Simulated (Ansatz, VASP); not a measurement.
Two plane-wave programs on CuAu

File INCAR:

```
PREC = Accurate
ENCUT = 520
EDIFF = 1E-7
ISMEAR = -1
SIGMA = 0.05
LREAL = False
LASPH = True
NELM = 100
ALGO = Fast
ISIF = 2
LWAVE = False
LCHARG = True
GGA = PS
LELF = True
LVHAR = True
NBANDS = 18
```

File KPOINTS:

```
Automatic mesh
0
Gamma
  8 8 6
```

File POSCAR:

```
CuAu
1.0
    2.8107494552      0.0000000000      0.0000000000
    0.0000000000      2.8107494552      0.0000000000
    0.0000000000      0.0000000000      3.6850000000
Au Cu
1 1
Direct
    0.0000000000      0.0000000000      0.0000000000
    0.5000000000      0.5000000000      0.5000000000
```

File input.yaml:

```yaml
crystal:
  lattice:
    - [2.8107494552, 0.0, 0.0]
    - [0.0, 2.8107494552, 0.0]
    - [0.0, 0.0, 3.685]
  atoms:
    - { symbol: Au, position: [0.0, 0.0, 0.0] }
    - { symbol: Cu, position: [0.5, 0.5, 0.5] }
hamiltonian:
  xc: pbesol
  pseudopotentials: { kind: paw }
kpoints:
  mp_grid: { grid: [8, 8, 6] }
  band_path:
    path:
      - [[0.0, 0.0, 0.0], [0.0, 0.5, 0.0], [0.5, 0.5, 0.0], [0.0, 0.0, 0.0], [0.0, 0.0, 0.5], [0.0, 0.5, 0.5], [0.5, 0.5, 0.5], [0.0, 0.0, 0.5]]
      - [[0.0, 0.5, 0.0], [0.0, 0.5, 0.5]]
      - [[0.5, 0.5, 0.0], [0.5, 0.5, 0.5]]
    npoints: 14
scf:
  occupations: { method: fermi_dirac, width: 0.05 }
  n_extra_bands: 6
output:
  forces: true
  stress: true
  eigenvalues: true
  fatbands: false
  write_density: true
  write_potential: true
  elf: true
  volumetric_format: npy
```

Alike in both runs: functional PBEsol; k mesh 8 × 8 × 6; occupations fermi-dirac, width 0.05 eV; no spin polarisation.

```csv
,VASP,Ansatz
version,VASP 6.6.1,Ansatz 0.2.0
potentials or method,"VASP PAW PBE potentials, release 64 (Au, Cu)",Ansatz PAW
plane-wave cutoff (eV),520,420
valence electrons in the cell,22,38
task,single point,band structure
```

```tsv
	VASP	Ansatz	Ansatz less VASP
gap on the k mesh at the Fermi level (eV)	none	none	-
pressure (GPa)	-3.4	-3.4	-0.03
largest component of the traceless stress (GPa)	1.39	1.42	+0.027
```

A gap of «none» marks a metal or a gap that the smearing closes. The two sets of potentials don't hold the same shells in valence.

Caveats: the PAW data sets were made with another functional, which shifts forces and pressure a little (VASP); spin-orbit coupling is left out, which moves the levels of the heavy elements (Ansatz); the PAW data sets come from PBE, with cores solved anew for the run's functional, which leaves a small shift of forces and pressure (Ansatz). Spin-orbit coupling is left out, which matters for the levels of Au.
